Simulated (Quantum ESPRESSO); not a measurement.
# Zr under changes of volume

One of the cells (23.281 Å³/atom); the others are scaled copies at fixed shape and fractional positions:

```
CELL_PARAMETERS angstrom
3.23200 0.00000 0.00000
-1.61600 2.79899 0.00000
0.00000 0.00000 5.14700
ATOMIC_POSITIONS crystal
Zr 0.66667 0.33333 0.75000
Zr 0.33333 0.66667 0.25000
```

* Program: Quantum ESPRESSO 7.5
* Functional: r2SCAN
* Potentials or basis: SG15 PBE 1.2
* Cutoff: 898 eV
* Density cutoff: 3592 eV
* k mesh: 7 × 7 × 4
* Occupations: fermi-dirac, width 0.05 eV
* Spin: no spin polarisation

```tsv
volume (Å³/atom)	energy over the lowest point (meV/atom)	pressure (GPa)
21.884	?	?
22.350	19.97	5.4
22.815	7.35	3.2
23.281	0.84	1.1
23.746	0.00	-0.7
24.212	4.45	-2.5
24.678	13.82	-4.1
```

What does the run at 21.884 Å³/atom give?

Energy over the lowest point 39.24 meV/atom; pressure 7.8 GPa.

Worked out: A Birch-Murnaghan fit of order 3 (a polynomial in V^(-2/3)) to the other rows has its minimum at 23.58 Å³/atom with B0 = V·E''(V) = 94 GPa (rough, since the energies scatter) at fixed shape and positions, which overstates the stiffness. It gives 39.19 meV/atom at 21.884 Å³/atom, against the run's 39.24, and -dE/dV = 7.8 GPa, against 7.8.

Energies are extrapolated to zero smearing.

Caveats: the potentials were made for another functional, which shifts forces and pressure.
